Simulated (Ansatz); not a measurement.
# HfC (Fm-3m) in Ansatz: notebook

One crystal, HfC, is run at these levels: RPBE+D4, PBE+D3(BJ)+U; tasks: electric field gradients, ladder of functionals.

Program: Ansatz 0.2.0. These are calculated values, not measurements. Logs are shortened: lines on timing, memory, paths and dates and some standing lists are left out, and cuts for length are marked.

## 1. The crystal as given

Symmetry: Fm-3m, No. 225, cubic system. The conventional cell has a = 4.650 Å, b = 4.650 Å, c = 4.650 Å, α = 90.00°, β = 90.00°, γ = 90.00°. Hf (site symmetry m-3m) is surrounded by 6 C at 2.33 Å. Around C (site symmetry m-3m) lie 6 Hf at 2.33 Å.

## 2. Electric field gradients, RPBE+D4, collinear spin, ferromagnetic start (cell strained at random at fixed volume)

input.yaml reads:

```yaml
crystal:
  lattice:
    - [-0.011007, 2.29465, 2.271723]
    - [2.359759, -0.053712, 2.314428]
    - [2.325, 2.302597, -0.018954]
  atoms:
    - { symbol: Hf, position: [0.5, 0.5, 0.5], spin: 0.5 }
    - { symbol: C, position: [0.0, 0.0, 0.0] }
hamiltonian:
  xc: rpbe
  pseudopotentials: { kind: paw, core: large }
  dispersion: d4
magnetization:
  spin_polarized: true
kpoints:
  mp_grid: { grid: [8, 7, 8] }
scf:
  occupations: { method: tetrahedron }
output:
  forces: true
  stress: true
  efg: {}
  write_density: true
  write_potential: true
  elf: true
  volumetric_format: npy
```

Potentials or basis: Ansatz PAW.

Run with:

```bash
$ ansatz run input.yaml --threads 1 --pin off --max-ram 2560MiB --backend cpu --events-out ev --progress --plain --runs-dir out
```

The log of the run:

```text
Warning: output.forces, output.stress, relax.cell or npt_langevin: where a Kohn–Sham band that disperses or a degenerate level is filled in part under the method tetrahedron, the forces or the stress that this run publishes need not agree with its energy (scf.occupations.method in the input reference, under Limitations); prefer a smearing scheme for the forces or the stress
Warning: of Hf the run reads no dataset of the core that `hamiltonian.pseudopotentials.core` asks for: this build lists none beside the file that it uses, or the input names that file
Warning: RAYON_NUM_THREADS=1 ignored (pool sized by the plan → 1); use --threads N
Hf: output.efg is read without spin–orbit coupling, which moves field gradients at and beside such atoms by some per cent and up to a factor of two; PAW files take it under magnetization.noncollinear and magnetization.spin_orbit
Engine: ansatz 0.2.0, aarch64-unknown-linux-gnu
Pseudopotentials: kind: paw
Pseudopotential: Hf, paw, valence charge 26, recommended cutoff 420 eV (normal), Hf.paw.azcp
Pseudopotential: C, paw, valence charge 4, recommended cutoff 420 eV (normal), C.paw.azcp
Functional definition: RPBE
  parameter kappa = 0.804
  parameter beta = 0.06672455060314922
  exchange = rpbe_x(kappa = kappa, mu = beta*pi^2/3)
  correlation = pbe_c(beta = beta)
Crystal: 2 atoms, lattice volume = 25.136 Å³
Basis set: ecut = 420 eV, 519 PW (Γ), exchange–correlation on 48×48×48 points (8 copies of the dense FFT grid, shifted against one another)
Bands: 20, of which v1, the nominal top of the filled ones, is band 15 counted from 1 (14 counted from 0)
Symmetry: 2 space group operations
Space group: P-1 (ITA 2), of the structure as read, at distance tolerance 2.9e-5 Å
Magnetic group: BNS 2.4 (UNI 4), of the structure as read, at distance tolerance 2.9e-5 Å
k-points: 226 of 448
Non-local potential: Hf, projectors of the file, l = 0: 3, l = 1: 2, l = 2: 2, l = 3: 3
Non-local potential: C, projectors of the file, l = 0: 2, l = 1: 2, l = 2: 1
PAW form: soft (Blöchl's): semilocal exchange-correlation on the pseudo side does not see the compensation charge
PAW frozen core: Hf, regenerated for the run's functional, and the local potential with it (the file was generated under x = pbe(κ = 0.804, μ = 0.2195149727645171), c = pbe(β = 0.06672455060314922))
PAW frozen core: C, regenerated for the run's functional, and the local potential with it (the file was generated under x = pbe(κ = 0.804, μ = 0.2195149727645171), c = pbe(β = 0.06672455060314922))
PAW one-centre angular grid: Hf, 590 points (default); XC on 64 Gauss nodes
PAW one-centre angular grid: C, 110 points (default); XC on 64 Gauss nodes
Initial density: superposition of atomic densities (chi_scale 0.1, normalization cell, long waves kept (reshape's long-wave potential 0.00 eV rms))
Starting moments: Σ|m| = 0.5 μB on 1 of 2 sites
Initial wavefunctions: pseudopotential atomic-orbital guess
Functional: x = rpbe, c = pbe(β = 0.06672455060314922)
SCF iter   1: F=—  HF=-15989.274374 eV  |F-HF|=—  |Δ(HF+E_count)|=         —  Δρ=6.36e-2 (↑6.36e-2 ↓4.73e-2)  dr2=2.94e0  dr2_m=2.33e-1  M=0.003 μB ∫|m|=0.028 μB  β_m=0.30  ethr=3.10e-3  ⟨swp⟩=5.2  Hψ=36901  notcnv=0
preconditioner: auto → Kerker (q_TF=auto, 2.810 Å⁻¹)  [metal: no gap  n_scr=14 (ndim 8)  ℏωp=39.2 eV  f_vac=0.000]
spin=Collinear: Kerker preconditioning applied to the charge; magnetization (m = ρ↑ − ρ↓) channel mixes plain (no charge-response kernel on spin).
SCF iter   2: F=—  HF=-15988.888008 eV  |F-HF|=—  |Δ(HF+E_count)|=   3.86e-1  Δρ=4.11e-2 (↑4.11e-2 ↓3.05e-2)  dr2=1.06e0  dr2_m=1.16e-1  M=0.003 μB ∫|m|=0.024 μB  β_m=0.30  ethr=3.10e-3  ⟨swp⟩=2.0  Hψ=14461  notcnv=0  defer=350
SCF iter   3: F=—  HF=-15988.684612 eV  |F-HF|=—  |Δ(HF+E_count)|=   2.03e-1  Δρ=2.00e-2 (↑2.00e-2 ↓1.73e-2)  dr2=4.67e-2  dr2_m=5.75e-2  M=0.002 μB ∫|m|=0.021 μB  β_m=0.30  ethr=3.10e-3  ⟨swp⟩=2.0  Hψ=13941  notcnv=0  defer=339
SCF iter   4: F=—  HF=-15988.695159 eV  |F-HF|=—  |Δ(HF+E_count)|=   1.05e-2  Δρ=1.20e-2 (↑1.11e-2 ↓1.20e-2)  dr2=5.11e-3  dr2_m=2.86e-2  M=0.002 μB ∫|m|=0.017 μB  β_m=0.30  ethr=1.56e-4  ⟨swp⟩=2.0  Hψ=18710  notcnv=0  defer=339
SCF iter   5: F=—  HF=-15988.697923 eV  |F-HF|=—  |Δ(HF+E_count)|=   2.76e-3  Δρ=9.04e-3 (↑6.90e-3 ↓9.04e-3)  dr2=1.02e-3  dr2_m=1.43e-2  M=0.001 μB ∫|m|=0.014 μB  β_m=0.30  ethr=1.70e-5  ⟨swp⟩=2.0  Hψ=17460  notcnv=0  defer=339
SCF iter   6: F=—  HF=-15988.698296 eV  |F-HF|=—  |Δ(HF+E_count)|=   3.72e-4  Δρ=6.41e-3 (↑4.83e-3 ↓6.41e-3)  dr2=6.06e-4  dr2_m=7.10e-3  M=0.001 μB ∫|m|=0.011 μB  β_m=0.30  ethr=3.40e-6  ⟨swp⟩=2.0  Hψ=15446  notcnv=0  defer=339
SCF iter   7: F=—  HF=-15988.698603 eV  |F-HF|=—  |Δ(HF+E_count)|=   3.08e-4  Δρ=3.98e-3 (↑3.87e-3 ↓3.98e-3)  dr2=3.03e-5  dr2_m=3.55e-3  M=0.000 μB ∫|m|=0.009 μB  β_m=0.30  ethr=2.02e-6  ⟨swp⟩=2.0  Hψ=17408  notcnv=0  defer=339
Mixer restart at iter 7: flushing history
spin-set hold released at iteration 7 (site moments contracting): the magnetisation degrees of freedom join the quasi-Newton model from the next iteration; the mixer history was flushed
SCF iter   8: F=—  HF=-15988.698827 eV  |F-HF|=—  |Δ(HF+E_count)|=   2.23e-4  Δρ=2.83e-3 (↑2.72e-3 ↓2.83e-3)  dr2=1.91e-5  dr2_m=1.77e-3  M=0.000 μB ∫|m|=0.007 μB  β_m=0.65  ethr=1.01e-7  ⟨swp⟩=2.0  Hψ=15710  notcnv=0  defer=339
SCF iter   9: F=—  HF=-15988.699086 eV  |F-HF|=—  |Δ(HF+E_count)|=   2.60e-4  Δρ=1.78e-4 (↑1.78e-4 ↓1.18e-4)  dr2=9.55e-6  dr2_m=2.06e-6  M=-0.000 μB ∫|m|=0.002 μB  β_m=0.55  ethr=6.37e-8  ⟨swp⟩=2.5  Hψ=18307  notcnv=0  defer=339
SCF iter  10: F=—  HF=-15988.699081 eV  |F-HF|=—  |Δ(HF+E_count)|=   5.12e-6  Δρ=8.95e-5 (↑8.95e-5 ↓7.76e-5)  dr2=9.17e-7  dr2_m=1.32e-6  M=-0.000 μB ∫|m|=0.002 μB  β_m=0.77  ethr=3.18e-8  ⟨swp⟩=2.6  Hψ=18071  notcnv=0  defer=339
SCF iter  11: F=—  HF=-15988.699083 eV  |F-HF|=—  |Δ(HF+E_count)|=   2.26e-6  Δρ=4.77e-5 (↑4.77e-5 ↓4.68e-5)  dr2=2.52e-7  dr2_m=4.26e-7  M=-0.000 μB ∫|m|=0.001 μB  β_m=0.89  ethr=3.06e-9  ⟨swp⟩=2.3  Hψ=16892  notcnv=0  defer=339
iter 12 did not close the SCF: its close was put off for a magnetic moment that had not settled (scf_convergence_deferred on its scf_iter line)
SCF iter  12: F=-15988.699084 eV  HF=-15988.699084 eV  |F-HF|=4.37e-10  |Δ(HF+E_count)|=   7.84e-7  Δρ=1.03e-5 (↑1.03e-5 ↓6.97e-6)  dr2=9.70e-9  dr2_m=1.51e-8  M=-0.000 μB ∫|m|=0.000 μB  β_m=0.94  ethr=3.33e-10  ⟨swp⟩=12.1  Hψ=64852  notcnv=0
iter 13 did not close the SCF: its close was put off for a magnetic moment that had not settled (scf_convergence_deferred on its scf_iter line)
SCF iter  13: F=-15988.699084 eV  HF=-15988.699084 eV  |F-HF|=1.41e-9  |Δ(HF+E_count)|=   2.31e-7  Δρ=2.17e-6 (↑1.58e-6 ↓2.17e-6)  dr2=8.72e-10  dr2_m=6.47e-10  M=-0.000 μB ∫|m|=0.000 μB  β_m=0.97  ethr=3.23e-11  ⟨swp⟩=5.7  Hψ=59770  notcnv=0
SCF iter  14: F=-15988.699084 eV  HF=-15988.699084 eV  |F-HF|=2.58e-10  |Δ(HF+E_count)|=   6.71e-8  Δρ=4.65e-7 (↑4.65e-7 ↓2.96e-7)  dr2=8.77e-11  dr2_m=5.88e-12  M=-0.000 μB ∫|m|=0.000 μB  ethr=2.91e-12  ⟨swp⟩=5.4  Hψ=55493  notcnv=0
SCF 1 converged in 14 iterations: F = -15988.699084 eV  dr2 = 8.77e-11
WARN: the starting moments were not kept: the SCF closed with an absolute magnetisation of 3.9e-6 μB, where they sum to 0.5 μB in size (1 site). That is at most 0.1 of that sum. Measured as dr2_m measures the in/out step, that magnetisation stands 4.1e-12 eV from none, at or under the dr2_threshold of 1.0e-7 eV: it is no larger than a step whose dr2_m would equal this threshold. The system may hold no moment; this SCF shows only that its start led to no more than that. To try another start: raise the starting moments (crystal.atoms[].spin, magnetization.per_species, magnetization.initial_magnetization, or on a non-collinear deck that types none of these the spinor_matrix: blocks that start its atoms; where the total moment is fixed, keep their sum and leave initial_magnetization as it is; typed ones take the place of any that the run laid by itself, positive ones on a crystal's lanthanoids without a Hubbard term where scf.initial_density.shell_occupations: [] is typed) or, if the notice of its spin-set hold's release reads "site moments contracting" or "site moments show no strong build", lengthen the hold (scf.mixing.spin_hold: { on: { confirm: 4 } }; for m-r²SCAN on two components see the key's manual first). Each may lead to a state that holds a moment. A second SCF, from the converged charge density, with the starting moments and any scf.initial_density.shell_occupations laid on it anew, would have followed, and was not run: the deck does not ask for one (magnetization.retry_lost_moments is false, the default). To let it run, set magnetization.retry_lost_moments: true and run the deck again, where that key's refused combinations let it; where memory then withholds it, that run's warning says so.
this state was not tested for a lower state beside it, because cold or Methfessel-Paxton smearing, or corrected tetrahedra, fill the levels in a way that the test cannot read (fill_not_monotonic; see scf.lower_state_search)
SCF converged after 14 iterations
Magnetization: -0.0000 μB (15.0000 up, 15.0000 down)
Absolute magnetization: 0.0000 μB (∫|ρ↑−ρ↓|, with the PAW one-centre terms)
Spin contamination: 0.0000 ħ² per cell (⟨S²⟩ above its minimum at these occupations)
Per-site moments (μB) at R_I (Å): [(5.587911376652175e-7, 0.9499006715616559), (-2.0210660814051783e-6, 0.9499006715616559)]
Free energy (F): -15988.699084 eV
Harris-Foulkes:  -15988.699084 eV  (|F-HF|=2.58e-10)
Internal energy: -15988.698516 eV  (E = F + TS)
E sigma→0 (E₀):  -15988.699084 eV
Entropy (-TS):   -0.000568 eV (-0.284 meV/atom)
Fermi energy:    20.318770 eV
--- Per-component energies (eV) ---
  E_band       = 114.273016
  E_kinetic    = 511.506640
  E_local      = -4986.118330  (includes V_loc(G=0)·N_el)
  E_nonlocal   = -1219.205198
  E_hartree    = 2358.570961
  E_xc         = -349.509790
  E_vxc        = -327.000131  (∫ρ·V_xc dr)
  E_paw        = -7039.866277  (= ΣΔE_a)
  E_vpaw       = 1417.948283  (= ΣTr[D̂ρ^β])
  E_aug_tail   = 0.000005  (compensation charges beyond the density's cutoff)
  E_ewald      = -5262.936047
  E_disp       = -0.939689  (pairwise vdW)
  E_core_change = -0.200791  (= ΣΔE_core)
  E_smearing   = -0.000568  (= −TS)
  E_closure    = 0.000000  (closes the sum)
  Σ components = -15988.699084   (vs F -15988.699084, Δ=0.00e0)
--- Forces (eV/Å), atoms counted from 1 ---
  atom   1  Hf     0.00000000     0.00000000     0.00000000
  atom   2  C      0.00000000     0.00000000     0.00000000
  max |Σ_I F_I| component: 0.00e0 eV/Å
--- Stress (GPa, compression-positive) ---
       -6.884354       3.797011      -1.512859
        3.797011      -2.946723       5.208445
       -1.512859       5.208445       0.986920
  P = ⅓ Tr σ = -2.9481 GPa (-29.481 kbar)
--- PAW observables at the nuclei: V_zz in 10²¹ V/m², potentials from the cell's mean, atoms counted from 1 ---
  atom   1  Hf V_zz =    +5.250364   η = 0.9880   by run symmetry: allowed
            electrostatic potential = -14184.666260 V   contact ρ = 7532994.069052 e/Å³   contact ρ_s (e/Å³): all electrons -0.000007, valence -0.000005
  atom   2  C  V_zz =    -0.230188   η = 0.8203   by run symmetry: allowed
            electrostatic potential = -427.465823 V   contact ρ = 871.477222 e/Å³   contact ρ_s (e/Å³): all electrons -0.000008, valence -0.000010
--- Band table (eV; the first three rows and the last of 452) ---
  k-point 0 ↑: bands = ["-40.9343", "-9.3948", "-9.3787", "-9.3598", "7.8636", "9.1187", "9.1258", "9.1297", "9.1361", "9.2090", "9.2105", "9.2116", "21.1501", "21.3034", "21.3456", "21.4157", "21.6469", "21.8835", "23.5059", "23.7267"]
  k-point 1 ↑: bands = ["-40.9284", "-9.4834", "-9.4045", "-9.3706", "8.2324", "9.1251", "9.1344", "9.1415", "9.1459", "9.2011", "9.2026", "9.2114", "19.4685", "19.7747", "20.1235", "21.9773", "22.3826", "22.5715", "25.0635", "25.3190"]
  k-point 2 ↑: bands = ["-40.9141", "-9.7278", "-9.4279", "-9.3957", "8.9379", "9.1408", "9.1564", "9.1620", "9.1836", "9.1865", "9.2125", "9.4703", "17.2304", "18.3125", "18.6664", "23.0952", "23.2471", "23.4795", "27.6378", "27.8982"]
  k-point 225 ↓: bands = ["-40.8790", "-9.9303", "-9.6558", "-9.6238", "9.1347", "9.1503", "9.1559", "9.1578", "9.1796", "9.1899", "9.1951", "10.0318", "17.5571", "17.9959", "18.9983", "20.9694", "26.3014", "26.4879", "27.0687", "29.2009"]
```

It took 24 s on 1 thread of Arm Neoverse V2, shared host; peak memory 0.49 GiB.

Results:

```yaml
Free_energy: -15988.6991 eV
Pressure: -2.9 GPa
Band_gap_on_the_k_mesh: none (metal or under the smearing width)
Net_moment: 0.00 μB per cell
Absolute_moment: 0.00 μB per cell
```

Caveat: pairwise dispersion overbinds metals, which lowers pressure and volume; the PAW data sets come from PBE, with cores solved anew for the run's functional, which leaves a small shift of forces and pressure; with tetrahedron occupations forces and stress needn't match the slope of the energy; the starting moments weren't kept. The run has no spin-orbit coupling, so splittings on Hf are missing.

(Continued in part 2 of 2.)
